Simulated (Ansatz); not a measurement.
# SnO2 (I4_1/amd) in Ansatz: reference runs

How does SnO2 come out in PBE? The cell is run as given and disturbed.

All numbers are computed with Ansatz 0.2.0; they aren't measurements. Logs are shortened: lines on timing, memory, paths and dates and some standing lists are left out, and cuts for length are marked.

**1. The crystal as given**

Symmetry: I4_1/amd, No. 141, tetragonal system. Conventional cell: a = 4.000 Å, b = 4.000 Å, c = 10.247 Å, α = 90.00°, β = 90.00°, γ = 90.00°. Around Sn (site symmetry -4m2) lie 6 O at 2.06 to 2.09 Å. O (site symmetry 2mm) has 3 Sn at 2.06 to 2.09 Å as nearest neighbours.

Measurements of this composition are mostly on another form, of space group No. 136.

**2. Single point, PBE**

File input.yaml:

```yaml
crystal:
  lattice:
    - [-2.0000686112, 2.0000686112, 5.1236788559]
    - [2.0000686112, -2.0000686112, 5.1236788559]
    - [2.0000686112, 2.0000686112, -5.1236788559]
  atoms:
    - { symbol: Sn, position: [0.0, 0.0, 0.0] }
    - { symbol: Sn, position: [0.75, 0.25, 0.5] }
    - { symbol: O, position: [0.54652259, 0.04652259, 0.5] }
    - { symbol: O, position: [0.20347741, 0.20347741, 0.0] }
    - { symbol: O, position: [0.95347741, 0.45347741, 0.5] }
    - { symbol: O, position: [0.79652259, 0.79652259, 0.0] }
hamiltonian:
  xc: pbe
  pseudopotentials: { kind: paw }
kpoints:
  mp_grid: { grid: [9, 9, 9] }
scf:
  occupations: { method: fermi_dirac, width: 0.05 }
output:
  forces: true
  stress: true
  eigenvalues: true
```

Potentials or basis: Ansatz PAW.

Run with:

```sh
$ ansatz run input.yaml --threads 2 --pin off --max-ram 5120MiB --backend cpu --events-out ev --progress --plain --runs-dir out
```

Standard output:

```text
Warning: RAYON_NUM_THREADS=2 ignored (pool sized by the plan → 2); use --threads N
basis.fft_grid_basis auto: the FFT boxes are laid along the combinations [[1, 0, 1], [0, 1, 1], [0, 0, 1]] of the cell's own vectors, 4.000, 4.000 and 5.853 Å long. The dense box has 27×27×40 points. Along the cell's own vectors, as sized, it would have 40×40×40, 2.19 times as many. Of the 16 symmetry operations that the crystal satisfies within crystal.symmetry.tolerance (time reversal apart; of a slab, those that keep its plane) the dense box along the cell's own vectors carries 16, and the one as laid loses 14 of those. basis.fft_grid_basis: typed keeps the cell's own vectors: state it where this run's energies or levels are differenced outside the engine with another run's, or held beside a run that keeps those vectors.
Engine: ansatz 0.2.0, x86_64-unknown-linux-gnu
Pseudopotentials: kind: paw
Pseudopotential: Sn, paw, valence charge 14, recommended cutoff 420 eV (normal), Sn.paw.azcp
Pseudopotential: O, paw, valence charge 6, recommended cutoff 420 eV (normal), O.paw.azcp
Functional definition: PBE
  parameter kappa = 0.804
  parameter beta = 0.06672455060314922
  exchange = pbe_x(kappa = kappa, mu = beta*pi^2/3)
  correlation = pbe_c(beta = beta)
Crystal: 6 atoms, lattice volume = 81.984 Å³
Basis set: ecut = 420 eV, 1605 PW (Γ), FFT grids on a1+a3, a2+a3, a3, exchange–correlation on 54×54×80 points (8 copies of the dense FFT grid, shifted against one another)
Bands: 32, of which v1, the nominal top of the filled ones, is band 26 counted from 1 (25 counted from 0)
Symmetry: 16 space group operations
Space group: I41/amd (ITA 141), of the structure as read, at distance tolerance 4.3e-5 Å
k-points: 75 of 729
Non-local potential: Sn, projectors of the file, l = 0: 2, l = 1: 2, l = 2: 2, l = 3: 2
Non-local potential: O, projectors of the file, l = 0: 2, l = 1: 2, l = 2: 1
PAW form: soft (Blöchl's): semilocal exchange-correlation on the pseudo side does not see the compensation charge
PAW one-centre angular grid: Sn, 590 points (default); XC on 64 Gauss nodes
PAW one-centre angular grid: O, 110 points (default); XC on 64 Gauss nodes
Initial density: superposition of atomic densities (neutral atoms: chi_scale 0, normalization atom), corrected by the library's trained network
Initial wavefunctions: pseudopotential atomic-orbital guess
Functional: x = pbe(κ = 0.804, μ = 0.2195149727645171), c = pbe(β = 0.06672455060314922)
SCF iter   1: F=—  HF=-14317.573424 eV  |F-HF|=—  |Δ(HF+E_count)|=         —  Δρ=2.09e-3  dr2=1.64e-3  ethr=1.77e-3  ⟨swp⟩=6.2  Hψ=10668  notcnv=0  defer=9
preconditioner: auto → Resta (q_TF=auto, 2.529 Å⁻¹)  ε∞=3.3  [insulator: Δε(μ)=1.662 eV  Ē_g=19.299 eV  σ=0.050 eV  W_gap=1.00  n_scr=24 (ndim 8)  ℏωp=29.6 eV  f_vac=0.139  D(μ)=0.00/eV (n_scr^D=0)  ε∞_Penn≈3.3]
SCF iter   2: F=—  HF=-14317.575655 eV  |F-HF|=—  |Δ(HF+E_count)|=   2.23e-3  Δρ=9.57e-4  dr2=2.78e-4  ethr=3.15e-6  ⟨swp⟩=2.1  Hψ=4983  notcnv=0  defer=16
SCF iter   3: F=—  HF=-14317.576075 eV  |F-HF|=—  |Δ(HF+E_count)|=   4.20e-4  Δρ=3.19e-4  dr2=4.20e-5  ethr=5.35e-7  ⟨swp⟩=2.2  Hψ=3249  notcnv=0
automatic band count: iteration 3 solves 31 bands in place of 32: the levels show a gap, and the empty bands left out lie too high to hold charge; the band table lists the bands solved (type scf.n_extra_bands for more)
SCF iter   4: F=—  HF=-14317.576099 eV  |F-HF|=—  |Δ(HF+E_count)|=   2.33e-5  Δρ=5.10e-5  dr2=1.32e-6  ethr=8.07e-8  ⟨swp⟩=2.0  Hψ=3334  notcnv=0
SCF iter   5: F=—  HF=-14317.576101 eV  |F-HF|=—  |Δ(HF+E_count)|=   2.58e-6  Δρ=1.69e-5  dr2=1.92e-7  ethr=2.53e-9  ⟨swp⟩=2.0  Hψ=4209  notcnv=0
SCF iter   6: F=-14317.576101 eV  HF=-14317.576101 eV  |F-HF|=1.65e-8  |Δ(HF+E_count)|=   7.90e-8  Δρ=4.13e-6  dr2=1.32e-8  ethr=1.92e-10  ⟨swp⟩=8.6  Hψ=10481  notcnv=0
SCF 1 converged in 6 iterations: F = -14317.576101 eV  dr2 = 1.32e-8
SCF converged after 6 iterations
Free energy (F): -14317.576101 eV
Harris-Foulkes:  -14317.576101 eV  (|F-HF|=1.65e-8)
Internal energy: -14317.576101 eV  (E = F + TS)
E sigma→0 (E₀):  -14317.576101 eV
Fermi energy:    7.943668 eV
--- Per-component energies (eV) ---
  E_band       = -220.439801
  E_kinetic    = 1082.090471
  E_local      = -3563.222669  (includes V_loc(G=0)·N_el)
  E_nonlocal   = 134.484551
  E_hartree    = 1789.871004
  E_xc         = -1054.022882
  E_vxc        = -562.694059  (∫ρ·V_xc dr)
  E_paw        = -8929.556281  (= ΣΔE_a)
  E_vpaw       = -890.855671  (= ΣTr[D̂ρ^β])
  E_aug_tail   = 0.009874  (compensation charges beyond the density's cutoff)
  E_ewald      = -3777.230168
  E_smearing   = -0.000000  (= −TS)
  E_closure    = 0.000000  (closes the sum)
  Σ components = -14317.576101   (vs F -14317.576101, Δ=0.00e0)
--- Forces (eV/Å), atoms counted from 1 ---
  atom   1  Sn     0.00000000    -0.00000000     0.00000000
  atom   2  Sn    -0.00000000    -0.00000000     0.00000000
  atom   3  O      0.00000000     0.00000000    -0.04037624
  atom   4  O      0.00000000     0.00000000     0.04037624
  atom   5  O      0.00000000     0.00000000     0.04037624
  atom   6  O      0.00000000    -0.00000000    -0.04037624
  max |Σ_I F_I| component: 6.94e-18 eV/Å
--- Stress (GPa, compression-positive) ---
        6.014541       0.000000       0.000000
        0.000000       6.014541      -0.000000
        0.000000      -0.000000       5.538744
  P = ⅓ Tr σ = 5.8559 GPa (58.559 kbar)
--- Band table (eV; the first three rows and the last of 75) ---
  k-point 0: bands = ["-13.4074", "-13.3908", "-13.2586", "-12.6877", "-12.5981", "-12.5981", "-12.4571", "-12.4431", "-12.4431", "-12.4151", "-11.3814", "-8.7212", "-8.0497", "-7.7943", "2.1010", "2.2925", "2.2925", "2.9344", "3.6051", "3.6051", "5.3296", "5.9810", "6.3519", "6.3519", "6.6265", "6.6265", "8.6577", "12.5788", "16.4451", "16.8492", "16.9615"]
  k-point 1: bands = ["-13.3834", "-13.3362", "-13.2067", "-12.7186", "-12.6009", "-12.5894", "-12.4592", "-12.4573", "-12.4493", "-12.4167", "-11.2301", "-8.8257", "-8.0821", "-7.9916", "0.9514", "2.5926", "2.6072", "3.0155", "3.4898", "4.2974", "5.5777", "5.8410", "5.9262", "6.3844", "6.4482", "6.6927", "9.4524", "12.6724", "16.6631", "16.8045", "17.0228"]
  k-point 2: bands = ["-13.3189", "-13.1850", "-13.0616", "-12.8050", "-12.6103", "-12.5653", "-12.4684", "-12.4661", "-12.4634", "-12.4235", "-10.8259", "-9.0960", "-8.4807", "-8.2059", "-0.0492", "1.8829", "2.4496", "3.4170", "4.6326", "5.1516", "5.3762", "5.4729", "5.9951", "6.1109", "6.4654", "6.8372", "10.9339", "13.0114", "16.4951", "16.5652", "16.8805"]
  k-point 74: bands = ["-13.5529", "-13.5345", "-12.7912", "-12.7450", "-12.6377", "-12.6216", "-12.4387", "-12.4385", "-12.4171", "-12.3990", "-10.4859", "-10.4829", "-7.6627", "-7.5195", "1.8281", "1.9465", "2.8616", "3.5828", "3.9610", "4.2165", "4.3039", "5.1818", "6.0100", "6.0768", "6.6891", "6.7009", "11.3176", "11.4508", "14.7722", "14.9218", "18.8019"]
```

It took 3.9 s on 2 threads of Intel Xeon Platinum 8375C at 2.90GHz (Ice Lake), shared host; peak memory 0.47 GiB.

Results:

- Free energy: -14317.5761 eV
- Pressure: 5.9 GPa
- Largest force: 0.040 eV/Å
- Band gap on the k mesh: 1.65 eV, indirect (least direct gap 2.03 eV)

Forces on the atoms (eV/Å):
```
Sn   0.000  0.000  0.000
Sn   0.000  0.000  0.000
O    0.000  0.000 -0.040
O    0.000  0.000  0.040
O    0.000  0.000  0.040
O    0.000  0.000 -0.040
```

Levels at points of the mesh, in eV from the valence-band top:
```tsv
k point	band 22	band 23	band 24	band 25	band 26	band 27	band 28	band 29	band 30	band 31
(0.00, 0.00, 0.00)	-1.03	-0.66	-0.66	-0.38	-0.38	1.65	5.57	9.43	9.84	9.95
```

Caveat: odd divisions of the mesh miss points on the zone boundary, where band edges often lie, so the gap on the mesh can be too wide; the pressure holds a Pulay correction of +0.8 GPa for the finite cutoff; spin-orbit coupling is left out, which moves the levels of the heavy elements. A k mesh can miss the band edges.

**3. Single point, PBE (atoms moved at random, drawn with an rms of 0.05 Å)**

File input.yaml:

```yaml
crystal:
  lattice:
    - [-2.0000686112, 2.0000686112, 5.1236788559]
    - [2.0000686112, -2.0000686112, 5.1236788559]
    - [2.0000686112, 2.0000686112, -5.1236788559]
  atoms:
    - { symbol: Sn, position: [0.002252, -0.001665, 0.003607] }
    - { symbol: Sn, position: [0.758492, 0.268519, 0.519741] }
    - { symbol: O, position: [0.550551, 0.03798, 0.498113] }
    - { symbol: O, position: [0.202075, 0.206553, 0.004427] }
    - { symbol: O, position: [0.954099, 0.441486, 0.488944] }
    - { symbol: O, position: [0.799967, 0.793009, 0.001482] }
hamiltonian:
  xc: pbe
  pseudopotentials: { kind: paw }
kpoints:
  mp_grid: { grid: [9, 9, 9] }
scf:
  occupations: { method: fermi_dirac, width: 0.05 }
output:
  forces: true
  stress: true
  eigenvalues: true
  write_density: true
  write_potential: true
  elf: true
  volumetric_format: npy
```

Potentials or basis: Ansatz PAW.

Run with:

```sh
$ ansatz run input.yaml --threads 2 --pin off --max-ram 5120MiB --backend cpu --events-out ev --progress --plain --runs-dir out
```

Standard output:

```text
Warning: RAYON_NUM_THREADS=2 ignored (pool sized by the plan → 2); use --threads N
[... 9 set-up lines as earlier in the session ...]
Crystal: 6 atoms, lattice volume = 81.984 Å³
Basis set: ecut = 420 eV, 1605 PW (Γ), exchange–correlation on 80×80×80 points (8 copies of the dense FFT grid, shifted against one another)
Bands: 32, of which v1, the nominal top of the filled ones, is band 26 counted from 1 (25 counted from 0)
Symmetry: 1 space group operations
Space group: P1 (ITA 1), of the structure as read, at distance tolerance 4.3e-5 Å
k-points: 365 of 729 (time reversal used)
[... 8 set-up lines as earlier in the session ...]
SCF iter   1: F=—  HF=-14317.467404 eV  |F-HF|=—  |Δ(HF+E_count)|=         —  Δρ=2.11e-3  dr2=1.69e-3  ethr=1.77e-3  ⟨swp⟩=6.2  Hψ=51845  notcnv=0  defer=30
preconditioner: auto → Resta (q_TF=auto, 2.529 Å⁻¹)  ε∞=3.3  [insulator: Δε(μ)=1.633 eV  Ē_g=19.292 eV  σ=0.050 eV  W_gap=1.00  n_scr=24 (ndim 8)  ℏωp=29.6 eV  f_vac=0.140  D(μ)=0.00/eV (n_scr^D=0)  ε∞_Penn≈3.3]
SCF iter   2: F=—  HF=-14317.469569 eV  |F-HF|=—  |Δ(HF+E_count)|=   2.17e-3  Δρ=9.75e-4  dr2=2.95e-4  ethr=3.25e-6  ⟨swp⟩=2.1  Hψ=24275  notcnv=0  defer=67
SCF iter   3: F=—  HF=-14317.469994 eV  |F-HF|=—  |Δ(HF+E_count)|=   4.25e-4  Δρ=3.39e-4  dr2=5.31e-5  ethr=5.67e-7  ⟨swp⟩=2.0  Hψ=14961  notcnv=0  defer=67
SCF iter   4: F=—  HF=-14317.470021 eV  |F-HF|=—  |Δ(HF+E_count)|=   2.73e-5  Δρ=1.04e-4  dr2=6.60e-6  ethr=1.02e-7  ⟨swp⟩=2.0  Hψ=16175  notcnv=0  defer=67
SCF iter   5: F=—  HF=-14317.470023 eV  |F-HF|=—  |Δ(HF+E_count)|=   1.25e-6  Δρ=3.71e-5  dr2=7.11e-7  ethr=1.27e-8  ⟨swp⟩=2.0  Hψ=14897  notcnv=0  defer=67
SCF iter   6: F=-14317.470024 eV  HF=-14317.470024 eV  |F-HF|=2.00e-8  |Δ(HF+E_count)|=   1.32e-6  Δρ=1.06e-5  dr2=8.22e-8  ethr=1.92e-10  ⟨swp⟩=12.4  Hψ=95125  notcnv=0
SCF 1 converged in 6 iterations: F = -14317.470024 eV  dr2 = 8.22e-8
SCF converged after 6 iterations
Free energy (F): -14317.470024 eV
Harris-Foulkes:  -14317.470024 eV  (|F-HF|=2.00e-8)
Internal energy: -14317.470024 eV  (E = F + TS)
E sigma→0 (E₀):  -14317.470024 eV
Fermi energy:    7.943897 eV
--- Per-component energies (eV) ---
  E_band       = -220.635815
  E_kinetic    = 1082.308020
  E_local      = -3565.819741  (includes V_loc(G=0)·N_el)
  E_nonlocal   = 134.546751
  E_hartree    = 1790.960972
  E_xc         = -1054.080699
  E_vxc        = -562.762541  (∫ρ·V_xc dr)
  E_paw        = -8929.563465  (= ΣΔE_a)
  E_vpaw       = -890.847864  (= ΣTr[D̂ρ^β])
  E_aug_tail   = 0.009869  (compensation charges beyond the density's cutoff)
  E_ewald      = -3775.831732
  E_smearing   = -0.000000  (= −TS)
  E_closure    = 0.000000  (closes the sum)
  Σ components = -14317.470024   (vs F -14317.470024, Δ=0.00e0)
--- Forces (eV/Å), atoms counted from 1 ---
  atom   1  Sn    -0.67641023     0.09375383     0.62169084
  atom   2  Sn    -1.34188675    -0.27588150    -1.31364009
  atom   3  O     -0.00450952    -0.27756678     0.22076423
  atom   4  O     -0.04036441     0.44815958     0.21734871
  atom   5  O      1.05745605     0.03471365     0.16473468
  atom   6  O      1.00569396    -0.02318741     0.08907080
  max |Σ_I F_I| component: 3.08e-5 eV/Å
--- Stress (GPa, compression-positive) ---
        9.823933      -0.042566       1.492210
       -0.042566       3.731809      -0.101292
        1.492210      -0.101292       5.732896
  P = ⅓ Tr σ = 6.4295 GPa (64.295 kbar)
--- Band table (eV; the first three rows and the last of 365) ---
  k-point 0: bands = ["-13.4745", "-13.4188", "-13.2306", "-12.6943", "-12.6203", "-12.5860", "-12.4690", "-12.4525", "-12.4416", "-12.4122", "-11.3866", "-8.7078", "-8.0629", "-7.7758", "1.9727", "2.2578", "2.4611", "2.9076", "3.5799", "3.6218", "5.3300", "5.9988", "6.3375", "6.3770", "6.5030", "6.7466", "8.6474", "12.5522", "16.4034", "16.8338", "16.9843", "18.5412"]
  k-point 1: bands = ["-13.4428", "-13.3657", "-13.1865", "-12.7240", "-12.6185", "-12.5823", "-12.4755", "-12.4618", "-12.4473", "-12.4144", "-11.2372", "-8.8111", "-8.1086", "-7.9599", "0.9416", "2.5528", "2.6106", "3.0249", "3.5114", "4.2867", "5.5661", "5.8435", "5.9514", "6.3777", "6.4129", "6.7391", "9.4425", "12.6470", "16.6008", "16.8012", "17.0400", "17.8768"]
  k-point 2: bands = ["-13.3628", "-13.2191", "-13.0588", "-12.8064", "-12.6197", "-12.5658", "-12.4890", "-12.4699", "-12.4566", "-12.4219", "-10.8381", "-9.0773", "-8.4859", "-8.1951", "-0.0487", "1.8564", "2.4649", "3.4170", "4.6296", "5.1020", "5.4065", "5.4943", "5.9749", "6.1067", "6.4814", "6.8510", "10.9219", "12.9895", "16.4381", "16.5637", "16.8714", "17.2865"]
  k-point 364: bands = ["-13.3854", "-13.1503", "-12.9701", "-12.7517", "-12.6435", "-12.5471", "-12.5067", "-12.4717", "-12.4485", "-12.4289", "-10.4995", "-9.3764", "-8.7597", "-8.2516", "-0.2348", "1.2636", "2.6736", "3.5866", "4.4521", "5.0410", "5.5668", "5.8167", "5.8901", "6.4003", "6.5003", "6.8682", "11.8419", "13.1840", "15.5610", "16.2194", "16.6294", "16.9260"]
```

Run time: 50 s. Hardware: 2 threads of Intel Xeon Platinum 8375C at 2.90GHz (Ice Lake), shared host; peak memory 0.94 GiB.

What came out:

```yaml
Free_energy: -14317.4700 eV
Pressure: 6.4 GPa
Largest_force: 1.898 eV/Å
Band_gap_on_the_k_mesh: 1.62 eV, indirect (least direct gap 1.90 eV)
```

Forces on the atoms (eV/Å):
```
Sn  -0.676  0.094  0.622
Sn  -1.342 -0.276 -1.314
O   -0.005 -0.278  0.221
O   -0.040  0.448  0.217
O    1.057  0.035  0.165
O    1.006 -0.023  0.089
```

Caveat: odd divisions of the mesh miss points on the zone boundary, where band edges often lie, so the gap on the mesh can be too wide; the pressure holds a Pulay correction of +0.8 GPa for the finite cutoff; spin-orbit coupling is left out, which moves the levels of the heavy elements. A k mesh can miss the band edges.
